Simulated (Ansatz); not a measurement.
Crystal: Ir.

```
CELL_PARAMETERS angstrom
2.75138 0.00000 0.00000
-1.37569 2.38276 0.00000
0.00000 0.00000 4.46229
ATOMIC_POSITIONS crystal
Ir 0.33333 0.66667 0.25000
Ir 0.66667 0.33333 0.75000
```

This isn't the form of Ir at room conditions, which is fcc.

- Program: Ansatz 0.2.0
- Task: single point
- Functional: PBE
- Potentials or basis: Ansatz PAW
- Cutoff: 420 eV (not typed: the program's choice for these potentials)
- k mesh: 11 × 11 × 6
- Occupations: fermi-dirac, width 0.05 eV
- Spin: no spin polarisation

On this cell: pressure -1.3 GPa; largest force under 0.003 eV/Å; band gap on the k mesh none (metal or under the smearing width).

The same run follows on a disturbed copy (atoms moved at random, drawn with an rms of 0.05 Å):

```
Ir
1.0
     2.75138    0.00000    0.00000
    -1.37569    2.38276    0.00000
     0.00000    0.00000    4.46229
Ir
2
Cartesian
  0.0379 1.5758 1.1474
  1.3111 0.8221 3.3311
```

Task: What does the disturbed cell give?

Result: The energy (extrapolated to zero smearing) moves by +20.7 meV/atom; pressure -0.4 GPa; largest force 0.786 eV/Å; band gap on the k mesh none (metal or under the smearing width).

Forces on the atoms (eV/Å):
```
Ir  -0.489  0.203 -0.580
Ir   0.489 -0.203  0.580
```

Stress tensor (GPa, compression positive):
```
-0.23 -0.75  1.16
-0.75 -0.98 -0.52
 1.16 -0.52  0.08
```
